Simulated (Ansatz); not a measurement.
# BaTiO3: stress in a strained cell

BaTiO3 is deformed so: zz strain of +3 %. What stress and forces result, by LAPW, PAW and all-electron datasets made for the crystal?

Method: DFT PBEsol, scalar-relativistic, in Ansatz 0.2.0.

### 1 The starting structure

The structure is tetragonal, space group P4mm (No. 99). Conventional cell: a = 4.000 Å, b = 4.000 Å, c = 4.018 Å, α = 90.00°, β = 90.00°, γ = 90.00°. Ba (site symmetry 4mm) has 12 O at 2.79 to 2.88 Å as nearest neighbours. Ti (site symmetry 4mm) is surrounded by 6 O at 1.87 to 2.15 Å. Around O (site symmetry 4mm) lie 2 Ti at 1.87 to 2.15 Å. Around O (site symmetry 2mm) lie 2 Ti at 2.00 Å and 4 Ba at 2.79 to 2.88 Å.

As a file:

```cif
data_structure
_symmetry_space_group_name_H-M 'P4mm'
_symmetry_Int_Tables_number 99
_cell_length_a 3.9998
_cell_length_b 3.9998
_cell_length_c 4.0180
_cell_angle_alpha 90.000
_cell_angle_beta 90.000
_cell_angle_gamma 90.000
_cell_volume 64.28
loop_
_atom_site_label
_atom_site_type_symbol
_atom_site_symmetry_multiplicity
_atom_site_Wyckoff_symbol
_atom_site_fract_x
_atom_site_fract_y
_atom_site_fract_z
_atom_site_occupancy
Ba1 Ba 1 a 0.00000 0.00000 0.00000 1
Ti1 Ti 1 b 0.50000 0.50000 0.48200 1
O1 O 1 b 0.50000 0.50000 0.01600 1
O2 O 2 c 0.50000 0.00000 0.51500 1
```

The file gives the conventional cell by its symmetry; the runs use the cell typed in the input.

Atoms are numbered in the order of the input: Ba1, Ti2, O3, O4, O5.

### 2 After the deformation

Space group P4mm before, P4mm after.

### 3 Full-potential LAPW

File input.yaml:

```yaml
crystal:
  lattice:
    - [3.9998, 0.0, 0.0]
    - [0.0, 3.9998, 0.0]
    - [0.0, 0.0, 4.13854]
  atoms:
    - { symbol: Ba, position: [0.0, 0.0, 0.0] }
    - { symbol: Ti, position: [0.5, 0.5, 0.482] }
    - { symbol: O, position: [0.5, 0.5, 0.016] }
    - { symbol: O, position: [0.5, 0.0, 0.515] }
    - { symbol: O, position: [0.0, 0.5, 0.515] }
kpoints:
  mp_grid: { grid: [7, 7, 7] }
  band_path:
    path:
      - [0.0, 0.0, 0.0]
      - [0.0, 0.5, 0.0]
      - [0.5, 0.5, 0.0]
      - [0.0, 0.0, 0.0]
      - [0.0, 0.0, 0.5]
      - [0.0, 0.5, 0.5]
      - [0.5, 0.5, 0.5]
      - [0.0, 0.0, 0.5]
      - [0.0, 0.5, 0.0]
    npoints: 5
scf:
  occupations: { method: fermi_dirac, width: 0.08 }
hamiltonian:
  xc: pbesol
  pseudopotentials: { kind: all_electron, lapw: { basis_error: 0.001 } }
output:
  forces: true
  stress: true
  eigenvalues: true
```

On the command line:

```sh
$ ansatz run input.yaml --threads 2 --pin off --max-ram 8192MiB --backend cpu --events-out ev --progress --plain --runs-dir out
```

### 4 PAW with frozen cores

File input.yaml:

```yaml
crystal:
  lattice:
    - [3.9998, 0.0, 0.0]
    - [0.0, 3.9998, 0.0]
    - [0.0, 0.0, 4.13854]
  atoms:
    - { symbol: Ba, position: [0.0, 0.0, 0.0] }
    - { symbol: Ti, position: [0.5, 0.5, 0.482] }
    - { symbol: O, position: [0.5, 0.5, 0.016] }
    - { symbol: O, position: [0.5, 0.0, 0.515] }
    - { symbol: O, position: [0.0, 0.5, 0.515] }
kpoints:
  mp_grid: { grid: [7, 7, 7] }
scf:
  occupations: { method: fermi_dirac, width: 0.08 }
hamiltonian:
  xc: pbesol
  pseudopotentials: { kind: paw }
output:
  forces: true
  stress: true
  eigenvalues: true
  efg: { contact_densities: true }
  write_density: true
  write_potential: true
  elf: true
  volumetric_format: npy
```

### 5 Datasets made for this crystal

Changes to input.yaml since step 4:

```diff
@@ -17,3 +17,3 @@
   xc: pbesol
-  pseudopotentials: { kind: paw }
+  pseudopotentials: { kind: all_electron, datasets: crystal }
 output:
@@ -23,5 +23 @@
   efg: { contact_densities: true }
-  write_density: true
-  write_potential: true
-  elf: true
-  volumetric_format: npy
```

(Steps that only read results are left out.)

Before running it: what results should come out? Wanted: pressure; largest shear or deviatoric stress.

**Answer**, as computed:

```
                                 quantity                                              value
                                 pressure  LAPW -7.96, PAW -7.98, crystal datasets -7.96 GPa
largest shear or deviatoric stress (LAPW)                                           2.26 GPa
```

**Reading.** The largest part of the stress beyond the pressure is 2.26 GPa in size, in the zz component; the atoms are carried along and not relaxed. No run of the undeformed cell stands beside it, so the pressure holds what the given cell had before the change. PAW: stress within 0.01 GPa of LAPW, forces within 4 meV/Å. Crystal datasets: stress within 0.01 GPa of LAPW, forces within 1 meV/Å. Spin-orbit coupling is left out, though the cell holds Ba; in elements this heavy it can shift bands and gaps by tenths of an eV.
